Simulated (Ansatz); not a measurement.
Wurtzite KI (it has left that coordination), relaxed with r2SCAN, was run in the PAW code Ansatz under altered settings. All numbers are computed, without spin polarisation but where a row says otherwise.

```xyz
4
Lattice="6.0395 0.0000 0.0000 -3.0197 5.2303 0.0000 0.0000 0.0000 7.0391" Properties=species:S:1:pos:R:3 pbc="T T T"
K     0.0000    3.4869   -0.4399
K     3.0197    1.7434    3.0796
I     0.0000    3.4869    3.0796
I     3.0197    1.7434    6.5992
```

The base run's other keys:
```yaml
kpoints:
  mp_grid: { grid: [3, 3, 2] }
hamiltonian:
  xc: hse06
scf:
  occupations: { method: fixed }
  n_extra_bands: 5
```

It takes 12 iterations with 4373 plane waves at 420 eV and 6 k points, and leaves a mean stress of +0.15 GPa. The gap over this mesh is 4.737 eV. It ran on 4 threads of Arm Neoverse N1, with other jobs on the host.

Outcomes, with energy and stress as changes against the base:
```tsv
setting	outcome	ΔF (meV/atom)	Δ mean stress (GPa)	gap on the mesh (eV)	iterations	wall time
PBE hybrid, exx coeff 0.4, omega 0.3 1/Å	converged	–	-0.1	4.986	12	33 s
PBE hybrid, exx coeff 0.2, omega 0.2078 1/Å	converged	–	0.0	4.545	11	32 s
scf.n_extra_bands: 24	converged	0.0	0.0	4.737	11	34 s
```
A dash marks a value that wasn't obtained or can't be compared. Stress is positive in compression. The base took 32 s. The base's mesh is coarse for a hybrid, so its own values aren't converged.

- PBE hybrid, exx coeff 0.4, omega 0.3 1/Å. That is 40 % exact exchange, screened with ω = 0.3 1/Å, against HSE06's 25 % screened at 0.208 1/Å. The mean stress moves by -0.1 GPa and the gap on the mesh by +0.249 eV (to 4.986). Totals of different functionals aren't comparable.
- PBE hybrid, exx coeff 0.2, omega 0.2078 1/Å. That is 20 % exact exchange, screened with ω = 0.2078 1/Å, against HSE06's 25 % screened at 0.208 1/Å. The mean stress moves by 0.0 GPa and the gap on the mesh by -0.193 eV (to 4.545). Totals of different functionals aren't comparable.

Within 1 meV an atom, 0.1 GPa and 0.005 eV of the base stay: scf.n_extra_bands: 24.

No spin-orbit coupling is included; it can move band edges with weight on the heavy atoms by tenths of an eV.

The program warns that its thresholds are loose for a hybrid's stress.

The meshes of the hybrids are coarse, so their gaps aren't converged to the digits shown.
